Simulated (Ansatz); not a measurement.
Set up this calculation in Ansatz 0.2.0, as the native input.

| Quantity | Value |
| --- | --- |
| Task | band structure |
| Functional | LDA |
| Potentials or basis | Ansatz PAW |
| Cutoff | 420 eV (not typed: the program's choice for these potentials) |
| k mesh | 11 × 11 × 11 |
| Occupations | fermi-dirac, width 0.05 eV |
| Spin | no spin polarisation |
| Path | [["G", "X", "Y", "S", "G", "Z", "S1", "N", "P", "Y1", "Z"], ["X", "P"]] |
| Points for each segment of the path | 14 |

In:

```
In
1.0
    -1.62547    1.62547    2.47370
     1.62547   -1.62547    2.47370
     1.62547    1.62547   -2.47370
In
1
Direct
  0.00000 0.00000 0.00000
```

One way to write it, as run:

input.yaml

```yaml
crystal:
  lattice:
    - [-1.62547, 1.62547, 2.4737]
    - [1.62547, -1.62547, 2.4737]
    - [1.62547, 1.62547, -2.4737]
  atoms:
    - { symbol: In, position: [0.0, 0.0, 0.0] }
hamiltonian:
  xc: lda
  pseudopotentials: { kind: paw }
kpoints:
  mp_grid: { grid: [11, 11, 11] }
  band_path:
    path:
      - [[0.0, 0.0, 0.0], [0.0, 0.0, 0.5], [-0.2158906645, 0.2158906645, 0.5], [-0.3579453323, 0.3579453323, 0.3579453323], [0.0, 0.0, 0.0], [0.5, 0.5, -0.5], [0.3579453323, 0.6420546677, -0.3579453323], [0.0, 0.5, 0.0], [0.25, 0.25, 0.25], [0.5, 0.5, -0.2158906645], [0.5, 0.5, -0.5]]
      - [[0.0, 0.0, 0.5], [0.25, 0.25, 0.25]]
    npoints: 14
scf:
  occupations: { method: fermi_dirac, width: 0.05 }
  n_extra_bands: 6
output:
  forces: true
  stress: true
  eigenvalues: true
  fatbands: true
  write_density: true
  write_potential: true
  elf: true
  volumetric_format: npy
```

Potentials or basis: Ansatz PAW.

Launch:

```console
$ ansatz run input.yaml --threads 2 --pin off --max-ram 5632MiB --backend cpu --events-out ev --progress --plain --runs-dir out
```

It gave:

The pressure is -2.5 GPa and the band gap on the k mesh is none (metal or under the smearing width).

Caveat: spin-orbit coupling is left out, which moves the levels of the heavy elements; the PAW data sets come from PBE, with cores solved anew for the run's functional, which leaves a small shift of forces and pressure.

It took 2.9 s on 2 threads of Arm Neoverse V1 (shared host), peak memory 0.32 GiB.
